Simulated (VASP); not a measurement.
# MgO (P-6m2) in VASP: notebook, part 2 of 2

VASP 6.6.1. Earlier steps stand in the parts before.

## (4) Single point, PBE

Input file INCAR:

```
ADDGRID = False
ALGO = Normal
EDIFF = 1E-4
ENCUT = 800
GGA = PE
ISIF = 2
ISMEAR = 0
LASPH = True
LCHARG = False
LREAL = Auto
LWAVE = False
NELM = 100
PREC = Normal
SIGMA = 0.05
```

Input file KPOINTS:

```
k-points
0
Gamma
  8 8 7
```

Input file POSCAR:

```
MgO
1.0
    2.9380209034      0.0000000000      0.0000000000
   -1.4690104517      2.5444007392      0.0000000000
    0.0000000000      0.0000000000      2.6796800000
Mg O
1 1
Direct
   -0.0050010000     -0.0013850000      0.0023980000
    0.2972290000      0.6917140000      0.5132270000
```

Potentials or basis: VASP PAW PBE potentials, release 64 (Mg, O_h).

Started as:

```
cat potpaw_PBE.64/Mg/POTCAR potpaw_PBE.64/O_h/POTCAR > POTCAR
mpirun -np 1 vasp_std > vasp.out
```

OUTCAR:

```text
EDIFF = 1E-4
   ENCUT = 800
   GGA = PE
   ISIF = 2
   ISMEAR = 0
   LASPH = True
   LREAL = Auto
   NELM = 100
   PREC = Normal

 Found    226 irreducible k-points:

 Following reciprocal coordinates:
            Coordinates               Weight
  0.000000  0.000000  0.000000      1.000000
  0.125000  0.000000  0.000000      2.000000
  0.000000  0.125000  0.000000      2.000000
 -0.125000  0.125000  0.000000      2.000000
  0.250000  0.000000  0.000000      2.000000
  0.000000  0.250000  0.000000      2.000000
   k-points           NKPTS =    226   k-points in BZ     NKDIM =    226   number of bands    NBANDS=      8
   number of dos      NEDOS =    301   number of ions     NIONS =      2
   total plane-waves  NPLWV =   8000
   dimension x,y,z NGX =    20 NGY =   20 NGZ =   20
   dimension x,y,z NGXF=    40 NGYF=   40 NGZF=   40
   ions per type =               1   1
   NGX,Y,Z   is equivalent  to a cutoff of  11.32, 11.32, 12.41 a.u.
   NGXF,Y,Z  is equivalent  to a cutoff of  22.63, 22.63, 24.82 a.u.
 SYSTEM =  unknown system
   PREC   = normal    normal or accurate (medium, high low for compatibility)
   ISTART =      0    job   : 0-new  1-cont  2-samecut
   ICHARG =      2    charge: 1-file 2-atom 10-const
   ISPIN  =      1    spin polarized calculation?
[... 61 lines left out ...]
 k-point     1 :       0.0000    0.0000    0.0000
  band No.  band energies     occupation
      1     -13.7638      2.00000
      2       2.9952      2.00000
      3       3.1613      2.00000
      4       3.2609      2.00000
      5       6.6574      0.00000
      6      15.5640      0.00000
      7      19.1002      0.00000
      8      19.4501      0.00000
[... 45 lines left out ...]
 k-point     6 :       0.0000    0.2500    0.0000
  band No.  band energies     occupation
      1     -13.2883      2.00000
      2       0.5498      2.00000
      3       2.6651      2.00000
      4       3.4334      2.00000
      5       9.0920      0.00000
      6      14.6410      0.00000
      7      17.5099      0.00000
      8      20.5222      0.00000

 [... further k-points ...]

------------------------ aborting loop because EDIFF is reached ----------------------------------------

  FORCE on cell =-STRESS in cart. coord.  units (eV):
  Direction    XX          YY          ZZ          XY          YZ          ZX
  --------------------------------------------------------------------------------------
  -------------------------------------------------------------------------------------
  Total       -0.2003362     -0.2926670     -0.1597460     -0.0772325      0.0596125     -0.1028163
  in kB      -16.0231037    -23.4078217    -12.7766547     -6.1771388      4.7678742     -8.2233558
  external PRESSURE =     -17.4025267 kB  Pullay stress =       0.0000000 kB

 VOLUME and BASIS-vectors are now :
 -----------------------------------------------------------------------------
  energy-cutoff  :      800.00
  volume of cell :       20.03
      direct lattice vectors                 reciprocal lattice vectors
     2.938020903  0.000000000  0.000000000     0.340365175  0.196509926  0.000000000
    -1.469010452  2.544400739  0.000000000     0.000000000  0.393019851  0.000000000
     0.000000000  0.000000000  2.679680000     0.000000000  0.000000000  0.373178887

 POSITION                                       TOTAL-FORCE (eV/Angst)
 -----------------------------------------------------------------------------------
      1.45635      2.54088      0.00643        -0.573361      0.309318      0.121425
     -0.14287      1.76000      1.37528         0.573361     -0.309318     -0.121425
 -----------------------------------------------------------------------------------
    total drift:                               -0.010025      0.019825      0.019356

  FREE ENERGIE OF THE ION-ELECTRON SYSTEM (eV)
  ---------------------------------------------------
  free  energy   TOTEN  =       -11.1941537210 eV

  energy  without entropy=      -11.1941537210  energy(sigma->0) =      -11.19415372
```

It took 24 s on 1 thread of AMD EPYC 7R13 (Zen 3), shared host; peak memory 0.13 GiB.

These settings aren't checked as converged: the numbers below hold their error.

Results:

| Property | Result |
| --- | --- |
| Free energy | -11.1942 eV |
| Largest force | 0.663 eV/Å |
| Band gap on the k mesh | 2.95 eV, indirect (least direct gap 3.40 eV) |

Caveat: the cutoff is under 1.25 times the usual one of these potentials, so pressure, stress and relaxed cells hold a basis-set (Pulay) error; an odd mesh through Γ misses points on the zone boundary, where band edges often lie.

## (5) Single point, PBE

Input file INCAR:

```
ADDGRID = False
ALGO = Normal
EDIFF = 1E-7
ENCUT = 600
GGA = PE
ISIF = 2
ISMEAR = 0
LASPH = True
LCHARG = False
LREAL = False
LWAVE = False
NELM = 100
PREC = Accurate
SIGMA = 0.05
```

Input file KPOINTS:

```
k-points
0
Gamma
  9 9 9
```

Input file POSCAR:

```
MgO
1.0
    2.9380209034      0.0000000000      0.0000000000
   -1.4690104517      2.5444007392      0.0000000000
    0.0000000000      0.0000000000      2.6796800000
Mg O
1 1
Direct
    0.0000000000      0.0000000000      0.0000000000
    0.3333333333      0.6666666667      0.5000000000
```

Started as:

```
cat potpaw_PBE.64/Mg/POTCAR potpaw_PBE.64/O_h/POTCAR > POTCAR
mpirun -np 1 vasp_std > vasp.out
```

It took 9.8 s on 1 thread of AMD EPYC 7R13 (Zen 3), shared host; peak memory 0.11 GiB.

The run converged, but a check on its numbers failed (symmetry, net force, bounds or a known fault of this set-up), so they aren't taken as properties of the crystal.

Caveat: the cutoff lies under the usual one of these potentials, so the numbers hold a large basis-set error; a pressure of tens of GPa on the cell as given is suspect, and the run, the potentials or the cell itself is likely at fault; an odd mesh through Γ misses points on the zone boundary, where band edges often lie.

## (6) Single point, PBE

INCAR is that of step 5.

KPOINTS is that of step 5.

Input file POSCAR:

```
MgO
1.0
    2.9380209034      0.0000000000      0.0000000000
   -1.4690104517      2.5444007392      0.0000000000
    0.0000000000      0.0000000000      2.6796800000
Mg O
1 1
Direct
   -0.0050010000     -0.0013850000      0.0023980000
    0.2972290000      0.6917140000      0.5132270000
```

Potentials or basis: VASP PAW PBE potentials, release 64 (Mg, O_h).

Started as:

```
cat potpaw_PBE.64/Mg/POTCAR potpaw_PBE.64/O_h/POTCAR > POTCAR
mpirun -np 1 vasp_std > vasp.out
```

Wall time 52 s (1 thread of AMD EPYC 7R13 (Zen 3), shared host); peak memory 0.18 GiB.

The run converged, but a check on its numbers failed (symmetry, net force, bounds or a known fault of this set-up), so they aren't taken as properties of the crystal.

Caveat: the cutoff lies under the usual one of these potentials, so the numbers hold a large basis-set error; an odd mesh through Γ misses points on the zone boundary, where band edges often lie.

## (7) The reference run

An earlier run on the cell as given: functional PBE; potentials or basis VASP PAW PBE potentials, release 64 (Mg, O); cutoff 520 eV; k mesh 10 × 10 × 10; occupations fermi-dirac, width 0.05 eV; no spin polarisation.

* Pressure: -0.7 GPa
* Band gap on the k mesh: 3.01 eV, indirect (least direct gap 3.40 eV)
